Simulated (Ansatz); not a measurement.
CsI:
```cif
data_CsI
_chemical_formula_sum 'Cs1 I1'
_space_group_name_H-M_alt 'P 1'
_space_group_IT_number 1
_cell_length_a 4.50710
_cell_length_b 4.50710
_cell_length_c 4.50710
_cell_angle_alpha 90.000
_cell_angle_beta 90.000
_cell_angle_gamma 90.000
loop_
_space_group_symop_operation_xyz
  'x, y, z'
loop_
_atom_site_label
_atom_site_type_symbol
_atom_site_fract_x
_atom_site_fract_y
_atom_site_fract_z
_atom_site_occupancy
Cs1 Cs 0.00000 0.00000 0.00000 1
I1 I 0.50000 0.50000 0.50000 1
```

Relaxed with PBEsol.

Task: Decompose the optical modes at the zone centre into irreducible representations, and say which are infrared and Raman allowed.

Result: Point group m-3m: Γ_opt = T1u. Infrared: T1u. Raman: none.

Task: Assign frequencies (DFPT, PBEsol (plane waves, PAW; program Ansatz); without the LO–TO term).

Result: T1u 58 cm⁻¹.

Space group Pm-3m (CsCl type). The PBEsol relaxation kept the symmetry of its start; of distortions, only those at the zone centre were tested. Scalar-relativistic: spin–orbit coupling is off unless named, which matters more the heavier the elements.

Potentials: the later of the program's two PAW sets.
